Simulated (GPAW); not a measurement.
# Te2Mo (P6_3/mmc) in GPAW: settings compared

One crystal, Te2Mo, is run at these levels: r2SCAN+D4, PBE; tasks: relaxation of cell and atoms, single point.

Program: GPAW 26.7.0. These are calculated values, not measurements. Logs are shortened: lines on timing, memory, paths and dates and some standing lists are left out, and cuts for length are marked. The log counts tension as positive stress, the text compression.

### Step 1. The crystal as given

The structure is hexagonal, space group P6_3/mmc (No. 194). The conventional cell has a = 3.518 Å, b = 3.518 Å, c = 13.974 Å, α = 90.00°, β = 90.00°, γ = 120.00°. Te (site symmetry 3m) has 3 Mo at 2.72 Å as nearest neighbours. Around Mo (site symmetry -6m2) lie 6 Te at 2.72 Å.

### Step 2. Relaxation of cell and atoms, r2SCAN+D4, target pressure 1 GPa, at which the enthalpy is minimised

Input file run.py:

```python
from ase import Atoms
from ase.calculators.mixing import SumCalculator
from ase.filters import FrechetCellFilter
from ase.io import write
from ase.optimize import LBFGS
from ase.units import GPa
from dftd4.ase import DFTD4
from gpaw import GPAW, PW

atoms = Atoms(['Te', 'Te', 'Te', 'Te', 'Mo', 'Mo'],
              cell=[[3.5182, 0.0, 0.0],
                    [-1.7591, 3.0468505756, 0.0],
                    [0.0, 0.0, 13.9736]],
              scaled_positions=[[0.6666666667, 0.3333333333, 0.379],
                                [0.3333333333, 0.6666666667, 0.879],
                                [0.6666666667, 0.3333333333, 0.121],
                                [0.3333333333, 0.6666666667, 0.621],
                                [0.6666666667, 0.3333333333, 0.75],
                                [0.3333333333, 0.6666666667, 0.25]],
              pbc=True)

calc = GPAW(mode=PW(600),
            xc='MGGA_X_R2SCAN+MGGA_C_R2SCAN',
            kpts={'size': (5, 5, 2), 'gamma': True},
            occupations={'name': 'fermi-dirac', 'width': 0.05},
            nbands=46,
            convergence={'density': 1e-05, 'energy': 1e-05},
            maxiter=150,
            txt='gpaw.txt')
atoms.calc = SumCalculator([calc, DFTD4(method='r2scan')])
opt = LBFGS(FrechetCellFilter(atoms, scalar_pressure=1 * GPa), trajectory='relax.traj', logfile='-')
done = opt.run(fmax=0.02, steps=40)
calc.write('gs.gpw')
write('result.traj', atoms)
print('Converged:', done)
print('Cell:', atoms.cell.cellpar().round(4))
print('Volume:', round(atoms.get_volume(), 4))
print(atoms.get_scaled_positions().round(5))
```

Potentials or basis: GPAW PAW data sets (gpaw-data 1.2.1), pw.

On the command line:

```bash
OMP_NUM_THREADS=1 python run.py
```

gpaw.txt:

```text
__  _  _
 | _ |_)|_||  |
 |__||  | ||/\| - 26.7.0

Input parameters:
  mode=PW(ecut=600.0),
  convergence={'density': 1e-05, 'energy': 1e-05},
  kpts=MonkhorstPack(size=(5, 5, 2), gamma=True),
  maxiter=150,
  nbands=46,
  occupations=Occupations(name='fermi-dirac', width=0.05),
  xc=XC(name='MGGA_X_R2SCAN+MGGA_C_R2SCAN')

Diagonalizing LCAO Hamiltonian
Converting LCAO to pw mode

        Te

           Mo

        Te

           Te

        Mo

           Te

Atoms  # Å, Bohr magnetons
|   | symbol |         x |        y |         z |    initial magnetic moments |
|---|--------|-----------|----------|-----------|-----------------------------|
| 0 |     Te |  1.759100 | 1.015617 |  5.295994 | ( 0.0000,  0.0000,  0.0000) |
| 1 |     Te | -0.000000 | 2.031234 | 12.282794 | ( 0.0000,  0.0000,  0.0000) |
| 2 |     Te |  1.759100 | 1.015617 |  1.690806 | ( 0.0000,  0.0000,  0.0000) |
| 3 |     Te | -0.000000 | 2.031234 |  8.677606 | ( 0.0000,  0.0000,  0.0000) |
| 4 |     Mo |  1.759100 | 1.015617 | 10.480200 | ( 0.0000,  0.0000,  0.0000) |
| 5 |     Mo | -0.000000 | 2.031234 |  3.493400 | ( 0.0000,  0.0000,  0.0000) |

Unit cell  # Å
| periodic |         x |        y |         z |   lengths |     angles |
|----------|-----------|----------|-----------|-----------|------------|
|      yes |  3.518200 | 0.000000 |  0.000000 |  3.518200 |  90.000000 |
|      yes | -1.759100 | 3.046851 |  0.000000 |  3.518200 |  90.000000 |
|      yes |  0.000000 | 0.000000 | 13.973600 | 13.973600 | 120.000000 |

Number of symmetries: 12
Symmetry operations  # r_c * U_cc + t_c -> r_c
|    | kind |            matrix            |
|----|------|------------------------------|
|  0 |  σ   |  1, 1, 0,  0,-1, 0,  0, 0, 1 |
|  1 |  S6  |  1, 1, 0, -1, 0, 0,  0, 0,-1 |
|  2 |  E   |  1, 0, 0,  0, 1, 0,  0, 0, 1 |
|  3 |  C2  |  1, 0, 0, -1,-1, 0,  0, 0,-1 |
|  4 |  C2  |  0, 1, 0,  1, 0, 0,  0, 0,-1 |
|  5 |  C3  |  0, 1, 0, -1,-1, 0,  0, 0, 1 |
|  6 |  S6  |  0,-1, 0,  1, 1, 0,  0, 0,-1 |
|  7 |  σ   |  0,-1, 0, -1, 0, 0,  0, 0, 1 |
|  8 |  σ   | -1, 0, 0,  1, 1, 0,  0, 0, 1 |
|  9 |  i   | -1, 0, 0,  0,-1, 0,  0, 0,-1 |
| 10 |  C3  | -1,-1, 0,  1, 0, 0,  0, 0, 1 |
| 11 |  C2  | -1,-1, 0,  0, 1, 0,  0, 0,-1 |

BZ-sampling:
  Number of BZ points: 50
  Number of IBZ points: 10

  Monkhorst-Pack size: [5, 5, 2]
  Monkhorst-Pack shift: [0.0, 0.0, 0.25]

K-points  # in reciprocal-cell coordinates
|   |                                coordinates |     weight |
|---|--------------------------------------------|------------|
| 0 | (  0.00000000,   0.00000000,   0.00000000) | 0.02000000 |
| 1 | (  0.00000000,   0.00000000,   0.50000000) | 0.02000000 |
| 2 | (  0.20000000,   0.00000000,   0.00000000) | 0.12000000 |
| 3 | (  0.20000000,   0.00000000,   0.50000000) | 0.12000000 |
| 4 | (  0.40000000,  -0.20000000,   0.00000000) | 0.12000000 |
| 5 | (  0.40000000,  -0.20000000,   0.50000000) | 0.12000000 |
| 6 | (  0.40000000,   0.00000000,   0.00000000) | 0.12000000 |
| 7 | (  0.40000000,   0.00000000,   0.50000000) | 0.12000000 |
| 8 | (  0.40000000,   0.40000000,   0.00000000) | 0.12000000 |
| 9 | (  0.40000000,   0.40000000,   0.50000000) | 0.12000000 |

Plane wave coefficients: 5024
Cutoff: 600.0 eV

Spin-components: 1 (collinear spins)
Bands:           46
Projectors:      32
Spin-degeneracy: 2
Datatype:        complex128
[... 165 lines left out ...]
Stress tensor  # eV/Ang^3
|         x |         y |         z |
|-----------|-----------|-----------|
| -0.013241 |  0.000000 |  0.000000 |
|  0.000000 | -0.013241 |  0.000000 |
|  0.000000 |  0.000000 | -0.006717 |

Forces  # eV/Ang
|        x |        y |        z |
|----------|----------|----------|
|  0.00000 |  0.00000 | -0.13447 |  # Te   0
|  0.00000 |  0.00000 | -0.13461 |  # Te   1
|  0.00000 |  0.00000 |  0.13461 |  # Te   2
|  0.00000 |  0.00000 |  0.13447 |  # Te   3
|  0.00000 | -0.00000 |  0.00003 |  # Mo   4
| -0.00000 |  0.00000 | -0.00003 |  # Mo   5

Diagonalizing LCAO Hamiltonian
Converting LCAO to pw mode

        Te

           Mo

        Te

           Te

        Mo

           Te

Atoms  # Å, Bohr magnetons
|   | symbol |         x |        y |         z |    initial magnetic moments |
|---|--------|-----------|----------|-----------|-----------------------------|
| 0 |     Te |  1.759131 | 1.015635 |  5.292140 | ( 0.0000,  0.0000,  0.0000) |
| 1 |     Te | -0.000000 | 2.031270 | 12.276300 | ( 0.0000,  0.0000,  0.0000) |
| 2 |     Te |  1.759131 | 1.015635 |  1.692025 | ( 0.0000,  0.0000,  0.0000) |
| 3 |     Te | -0.000000 | 2.031270 |  8.676186 | ( 0.0000,  0.0000,  0.0000) |
| 4 |     Mo |  1.759131 | 1.015635 | 10.476244 | ( 0.0000,  0.0000,  0.0000) |
| 5 |     Mo | -0.000000 | 2.031270 |  3.492081 | ( 0.0000,  0.0000,  0.0000) |
[... 756 lines left out ...]
Atoms  # Å, Bohr magnetons
|   | symbol |         x |        y |         z |    initial magnetic moments |
|---|--------|-----------|----------|-----------|-----------------------------|
| 0 |     Te |  1.763276 | 1.018029 |  5.275348 | ( 0.0000,  0.0000,  0.0000) |
| 1 |     Te |  0.000001 | 2.036056 | 12.246387 | ( 0.0000,  0.0000,  0.0000) |
| 2 |     Te |  1.763276 | 1.018029 |  1.695737 | ( 0.0000,  0.0000,  0.0000) |
| 3 |     Te |  0.000001 | 2.036056 |  8.666775 | ( 0.0000,  0.0000,  0.0000) |
| 4 |     Mo |  1.763278 | 1.018028 | 10.456611 | ( 0.0000,  0.0000,  0.0000) |
| 5 |     Mo | -0.000001 | 2.036057 |  3.485512 | ( 0.0000,  0.0000,  0.0000) |

Unit cell  # Å
| periodic |         x |        y |         z |   lengths |     angles |
|----------|-----------|----------|-----------|-----------|------------|
|      yes |  3.526553 | 0.000001 | -0.000000 |  3.526553 |  89.999999 |
|      yes | -1.763276 | 3.054085 |  0.000000 |  3.526553 |  90.000001 |
|      yes | -0.000000 | 0.000000 | 13.942123 | 13.942123 | 119.999979 |

Number of symmetries: 4
Symmetry operations  # r_c * U_cc + t_c -> r_c
|   | kind |            matrix            |
|---|------|------------------------------|
| 0 |  E   |  1, 0, 0,  0, 1, 0,  0, 0, 1 |
| 1 |  C2  |  0, 1, 0,  1, 0, 0,  0, 0,-1 |
| 2 |  σ   |  0,-1, 0, -1, 0, 0,  0, 0, 1 |
| 3 |  i   | -1, 0, 0,  0,-1, 0,  0, 0,-1 |

BZ-sampling:
  Number of BZ points: 50
  Number of IBZ points: 18

  Monkhorst-Pack size: [5, 5, 2]
  Monkhorst-Pack shift: [0.0, 0.0, 0.25]
[... 192 lines left out ...]
Stress tensor  # eV/Ang^3
|         x |         y |         z |
|-----------|-----------|-----------|
| -0.013106 | -0.000000 | -0.000000 |
| -0.000000 | -0.013106 |  0.000000 |
| -0.000000 |  0.000000 | -0.013005 |

Forces  # eV/Ang
|        x |        y |        z |
|----------|----------|----------|
|  0.00000 | -0.00000 |  0.00730 |  # Te   0
| -0.00000 |  0.00000 |  0.00802 |  # Te   1
|  0.00000 | -0.00000 | -0.00802 |  # Te   2
| -0.00000 |  0.00000 | -0.00730 |  # Te   3
|  0.00001 | -0.00001 | -0.00074 |  # Mo   4
| -0.00001 |  0.00001 |  0.00074 |  # Mo   5

# Writing to gs.gpw (mode='')
```

Run time: 4.9 min. Hardware: 1 thread of AMD EPYC 9R45 (Zen 5), shared host; peak memory 0.92 GiB.

What came out:

| Quantity | Value |
| --- | --- |
| Free energy | -122.3476 eV |
| Relaxed volume | 25.03 Å³/atom |
| Relaxed cell | a = 3.527 Å, b = 3.527 Å, c = 13.942 Å, α = 90.00°, β = 90.00°, γ = 120.00° |
| Space group after relaxing (to 0.05 Å) | P6_3/mmc (No. 194) |
| Energy change on relaxing (the enthalpy is what falls) | -1.0 meV/atom |
| Ionic steps | 5 |
| Pressure after relaxing | 1.0 GPa |
| Largest force after relaxing | 0.013 eV/Å |
| Band gap on the k mesh | 0.80 eV, indirect (least direct gap 1.45 eV) |
| Dispersion energy per atom | -0.187 eV |

Forces on the atoms (eV/Å):
```
Te   0.000  0.000  0.012
Te   0.000  0.000  0.013
Te   0.000  0.000 -0.013
Te   0.000  0.000 -0.012
Mo   0.000  0.000 -0.001
Mo   0.000  0.000  0.001
```

The path:
```tsv
step	energy change (eV)	largest force (eV/Å)	pressure (GPa)	volume (Å³)
1	0.0000	0.1301	0.69	149.79
2	-0.0008	0.0940	0.84	149.74
3	-0.0016	0.0048	1.24	149.64
4	-0.0019	0.0072	1.23	149.67
5	-0.0057	0.0127	1.02	150.16
```

Final structure:
```yaml
crystal:
  lattice:
    - [3.52655, 0.00000, 0.00000]
    - [-1.76328, 3.05408, 0.00000]
    - [0.00000, 0.00000, 13.94212]
  atoms:
    - { symbol: Te, position: [0.66667, 0.33333, 0.37837] }
    - { symbol: Te, position: [0.33333, 0.66667, 0.87837] }
    - { symbol: Te, position: [0.66667, 0.33333, 0.12163] }
    - { symbol: Te, position: [0.33333, 0.66667, 0.62163] }
    - { symbol: Mo, position: [0.66667, 0.33333, 0.75000] }
    - { symbol: Mo, position: [0.33333, 0.66667, 0.25000] }
```

Caveat: the k mesh is coarse; later steps reuse the first step's grids; the PAW data sets were made with another functional, which shifts forces and pressure a little; spin-orbit coupling is left out, which moves the levels of the heavy elements; an odd mesh through Γ misses points on the zone boundary, where band edges often lie.

### Step 3. Single point, PBE

Input file run.py:

```python
from ase import Atoms
from ase.dft.bandgap import bandgap
from ase.io import write
from ase.units import GPa
from gpaw import GPAW, PW

atoms = Atoms(['Te', 'Te', 'Te', 'Te', 'Mo', 'Mo'],
              cell=[[3.5182, 0.0, 0.0],
                    [-1.7591, 3.0468505756, 0.0],
                    [0.0, 0.0, 13.9736]],
              scaled_positions=[[0.6666666667, 0.3333333333, 0.379],
                                [0.3333333333, 0.6666666667, 0.879],
                                [0.6666666667, 0.3333333333, 0.121],
                                [0.3333333333, 0.6666666667, 0.621],
                                [0.6666666667, 0.3333333333, 0.75],
                                [0.3333333333, 0.6666666667, 0.25]],
              pbc=True)

calc = GPAW(mode=PW(600),
            xc='PBE',
            kpts={'size': (3, 3, 1), 'gamma': True},
            occupations={'name': 'fermi-dirac', 'width': 0.05},
            nbands=46,
            convergence={'density': 1e-05, 'energy': 1e-05},
            maxiter=75,
            txt='gpaw.txt')
atoms.calc = calc
energy = atoms.get_potential_energy()
forces = atoms.get_forces()
stress = atoms.get_stress()
calc.write('gs.gpw')
write('result.traj', atoms)
print(f'Energy: {energy:.6f} eV')
print('Forces (eV/A):')
print(forces.round(4))
print('Stress (GPa):', (stress / GPa).round(3))
print('Fermi level:', round(calc.get_fermi_level(), 4), 'eV')
print(f'Gap: {bandgap(calc)[0]:.4f} eV, direct: {bandgap(calc, direct=True)[0]:.4f} eV')
```

Potentials or basis: GPAW PAW data sets (gpaw-data 1.2.1), pw.

On the command line:

```bash
OMP_NUM_THREADS=1 python run.py
```

gpaw.txt:

```text
__  _  _
 | _ |_)|_||  |
 |__||  | ||/\| - 26.7.0

Input parameters:
  mode=PW(ecut=600.0),
  convergence={'density': 1e-05, 'energy': 1e-05},
  kpts=MonkhorstPack(size=(3, 3, 1), gamma=True),
  maxiter=75,
  nbands=46,
  occupations=Occupations(name='fermi-dirac', width=0.05),
  xc=XC(name='PBE')

Diagonalizing LCAO Hamiltonian
Converting LCAO to pw mode

        Te

           Mo

        Te

           Te

        Mo

           Te

Atoms  # Å, Bohr magnetons
|   | symbol |         x |        y |         z |    initial magnetic moments |
|---|--------|-----------|----------|-----------|-----------------------------|
| 0 |     Te |  1.759100 | 1.015617 |  5.295994 | ( 0.0000,  0.0000,  0.0000) |
| 1 |     Te | -0.000000 | 2.031234 | 12.282794 | ( 0.0000,  0.0000,  0.0000) |
| 2 |     Te |  1.759100 | 1.015617 |  1.690806 | ( 0.0000,  0.0000,  0.0000) |
| 3 |     Te | -0.000000 | 2.031234 |  8.677606 | ( 0.0000,  0.0000,  0.0000) |
| 4 |     Mo |  1.759100 | 1.015617 | 10.480200 | ( 0.0000,  0.0000,  0.0000) |
| 5 |     Mo | -0.000000 | 2.031234 |  3.493400 | ( 0.0000,  0.0000,  0.0000) |

Unit cell  # Å
| periodic |         x |        y |         z |   lengths |     angles |
|----------|-----------|----------|-----------|-----------|------------|
|      yes |  3.518200 | 0.000000 |  0.000000 |  3.518200 |  90.000000 |
|      yes | -1.759100 | 3.046851 |  0.000000 |  3.518200 |  90.000000 |
|      yes |  0.000000 | 0.000000 | 13.973600 | 13.973600 | 120.000000 |

Number of symmetries: 12
[... 141 lines left out ...]
|iter:   1| |  -38.217610 | +0.48 |       |
|iter:   2| |  -38.120866 | -1.46 | -1.11 |
|iter:   3| |  -37.738141 | -1.38 | -1.14 |
|iter:   4| |  -37.260161 | -1.58 | -1.29 |
|iter:   5| |  -37.159823 | -2.22 | -1.68 |
|iter:   6| |  -37.244647 | -2.75 | -1.99 |
|iter:   7| |  -37.137103 | -3.11 | -1.82 |
|iter:   8| |  -37.137230 | -4.76 | -2.93 |
|iter:   9| |  -37.137243c| -5.78 | -3.36 |
|iter:  10| |  -37.137242c| -7.03 | -4.14 |
|iter:  11| |  -37.137242c| -7.74c| -4.85 |
|iter:  12| |  -37.137242c| -8.06c| -5.33c|

Converged in 12 steps
Energy contributions relative to reference atoms: (reference = -959430.878998)

Energy contributions:
  Kinetic:          17.638866
  Coulomb:         -24.222417
  Zero:             -0.175009
  External:          0.000000
  Xc:              -30.378661
  Entropy:          -0.000044
  Spinorbit:         0.000000
  ----------------------------
  Free energy:     -37.137264
  Extrapolated:    -37.137242

dipole moment: (-0.000099, -0.000172, -0.000789)  # |e|*Ang

Fermi level: 8.686
Eigenvalues  # (at kpt = [0.000, 0.000, 0.000])
| band index |      eig [eV] | occ [0-2] |
|------------|---------------|-----------|
|          0 |       -52.525 |     2.000 |
|        ... |               |           |
|         18 |         6.457 |     2.000 |
|         19 |         7.137 |     2.000 |
|         20 |         7.165 |     2.000 |
|         21 |         7.165 |     2.000 |
|         22 |         7.203 |     2.000 |
|         23 |         7.203 |     2.000 |
[... 8 lines left out ...]
|         32 |        11.531 |     0.000 |
|         33 |        11.531 |     0.000 |
|        ... |               |           |
|         45 |        19.173 |     0.000 |

Gap: 0.985 eV
Transition (v -> c):
  (s=0, k=2, n=25, [0.33, 0.33, 0.00]) -> (s=0, k=2, n=26, [0.33, 0.33, 0.00])
No difference between direct/indirect transitions

Forces  # eV/Ang
|        x |        y |        z |
|----------|----------|----------|
|  0.00000 |  0.00000 | -0.18372 |  # Te   0
|  0.00000 |  0.00000 | -0.18359 |  # Te   1
| -0.00000 |  0.00000 |  0.18359 |  # Te   2
| -0.00000 | -0.00000 |  0.18372 |  # Te   3
|  0.00000 |  0.00000 | -0.00005 |  # Mo   4
| -0.00000 |  0.00000 |  0.00005 |  # Mo   5

Stress tensor  # eV/Ang^3
|         x |         y |         z |
|-----------|-----------|-----------|
| -0.011223 |  0.000000 |  0.000000 |
|  0.000000 | -0.011223 |  0.000000 |
|  0.000000 |  0.000000 | -0.013972 |

# Writing to gs.gpw (mode='')
```

Wall time 7.2 s (1 thread of AMD EPYC 9R45 (Zen 5), shared host); peak memory 0.21 GiB.

These settings aren't checked as converged: the numbers below hold their error.

Results:

```yaml
Free_energy: -37.1373 eV
Pressure: 1.9 GPa
Largest_force: 0.184 eV/Å
Band_gap_on_the_k_mesh: 0.98 eV, direct
```

Caveat: the k mesh is coarse (spacing up to 0.69 Å⁻¹), so the values aren't converged; spin-orbit coupling is left out, which moves the levels of the heavy elements; an odd mesh through Γ misses points on the zone boundary, where band edges often lie; this functional lacks dispersion, which binds the layers, so the pressure and a relaxed spacing across them are unreliable.
